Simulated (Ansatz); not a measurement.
# GaAs: the cost of one run

Method: DFT PBEsol, scalar-relativistic, plane waves, PAW, in Ansatz 0.2.0.

## 1. The starting structure

Symmetry: F-43m, No. 216, cubic system. Conventional cell: a = 5.659 Å, b = 5.659 Å, c = 5.659 Å, α = 90.00°, β = 90.00°, γ = 90.00°. Around Ga (site symmetry -43m) lie 4 As at 2.45 Å. As (site symmetry -43m) is surrounded by 4 Ga at 2.45 Å.

Coordinates:

```xyz
2
Lattice="0.0000 2.8295 2.8295 2.8295 0.0000 2.8295 2.8295 2.8295 0.0000" Properties=species:S:1:pos:R:3 pbc="T T T"
Ga    0.0000    0.0000    0.0000
As    4.2443    4.2443    4.2443
```

An earlier run at PBEsol left this cell at 22.654 Å³/atom and 0.00 GPa (10×10×10 mesh).

Volume factors to run: 0.980, 1.020, 0.960, 1.040.

## 2. At 0.980 of the relaxed volume

Contents of input.yaml:

```yaml
crystal:
  lattice:
    - [0.0, 2.8105375005, 2.8105375005]
    - [2.8105375005, 0.0, 2.8105375005]
    - [2.8105375005, 2.8105375005, 0.0]
  atoms:
    - { symbol: Ga, position: [0.0, 0.0, 0.0] }
    - { symbol: As, position: [0.75, 0.75, 0.75] }
basis:
  ecutwfc: 420
  ecutrho_ratio: 4
kpoints:
  mp_grid: { grid: [10, 10, 10] }
hamiltonian:
  xc: pbesol
scf:
  occupations: { method: gaussian, width: 0.05 }
output:
  forces: true
  stress: true
  eigenvalues: true
```

Q: Estimate wall time and peak memory on 4 threads of an Arm CPU, shared host.

About 1.8 s, with a peak of 0.36 GiB.
